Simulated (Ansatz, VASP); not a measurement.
**One calculation of TiAl, two programs**

```
Ti Al
1.0
     3.11417    0.00000    0.00000
     0.00000    3.11417    0.00000
     0.00000    0.00000    3.11417
Ti Al
1 1
Direct
  0.00000 0.00000 0.00000
  0.50000 0.50000 0.50000
```

Change from the starting cell: volume scaled by 0.94.

Alike in both runs: task single point; functional PBE; k mesh 8 × 8 × 8; occupations fermi-dirac, width 0.05 eV; no spin polarisation.

```csv
,VASP,Ansatz
version,VASP 6.6.1,Ansatz 0.2.0
potentials or method,"VASP PAW PBE potentials, release 64 (Ti_sv, Al), cutoff 520 eV","all-electron LAPW, scalar-relativistic"
```

```csv
,VASP,Ansatz,Ansatz less VASP
gap on the k mesh at the Fermi level (eV),none,none,-
pressure (GPa),8.8,8.8,+0.01
```

A gap of «none» marks a metal or a gap that the smearing closes. Ansatz ran all-electron here, so the differences hold the error of VASP's frozen core and of both bases.
